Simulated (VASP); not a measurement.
Here is a VASP 6.6.1 calculation.

INCAR

```
ALGO = Normal
EDIFF = 1E-7
ENCUT = 520
GGA = RP
ISIF = 2
ISMEAR = -1
LASPH = True
LCHARG = False
LREAL = False
LWAVE = False
NBANDS = 10
NELM = 100
PREC = Accurate
SIGMA = 0.1
```

The input KPOINTS:

```
k-points
0
Gamma
  8 8 11
```

Contents of POSCAR:

```
Mg
1.0
    5.2283197672      0.0000000000      0.0000000000
   -2.6141598836      4.5278577375      0.0000000000
    0.0000000000      0.0000000000      3.1714671634
Mg
3
Direct
    0.0000000000      1.0000000000      0.0000000000
    0.3333333333      0.6666666667      0.5000000000
    0.6666666667      0.3333333333      0.5000000000
```

Potentials or basis: VASP PAW PBE potentials, release 64 (Mg).

Command:

```console
$ cat potpaw_PBE.64/Mg/POTCAR > POTCAR
$ mpirun -np 1 vasp_std > vasp.out
```

(1) What does it give for the band gap on the k mesh?

(2) Predict the pressure.

## Answers

(1) none (metal or under the smearing width).

(2) -1.4 GPa.

Caveat: the PAW data sets were made with another functional, which shifts forces and pressure a little.
